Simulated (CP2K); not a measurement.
MgO:

```
Mg O
1.0
     2.96561    0.00000    0.00000
     1.48280    2.56829    0.00000
     1.48280    0.85610    2.42141
Mg O
1 1
Cartesian
  0.0000 0.0000 0.0000
  2.9656 1.7122 1.2107
```

The cell is a database's computed one.

Program: CP2K 2026.2. Alike in all runs: no spin polarisation; cell as given; k mesh 11 × 11 × 11; smearing fermi-dirac 0.05 eV.

Q: Order these runs on this cell by their band gap on the k mesh, lowest first.
A. level r2SCAN; potentials or basis POTENTIAL_UZH Mg GTH-SCAN-q10, O GTH-SCAN-q6; TZVP-MOLOPT-SCAN-GTH basis; EPS_DEFAULT 1.0E-9; points a segment of the path (NPOINTS) 10; bands added on the path 6
B. level TB-mBJ; potentials or basis POTENTIAL_UZH Mg GTH-PBE-q10, O GTH-PBE-q6; TZVP-MOLOPT-PBE-GTH basis; EPS_DEFAULT 1.0E-10; points a segment of the path (NPOINTS) 8; bands added on the path 6
C. level PBE; potentials or basis POTENTIAL_UZH Mg GTH-PBE-q10, O GTH-PBE-q6; TZVP-MOLOPT-PBE-GTH basis; EPS_DEFAULT 1.0E-10

A: C (4.82 eV), B (5.42 eV), A (5.75 eV).

Caveats: the basis of atomic orbitals isn't converged, which shifts pressures, moduli and gaps; an odd mesh through Γ misses points on the zone boundary, where band edges often lie (some runs); this is a model potential without an energy functional, so only levels have meaning (some runs).

Not every run made on this cell is shown here.
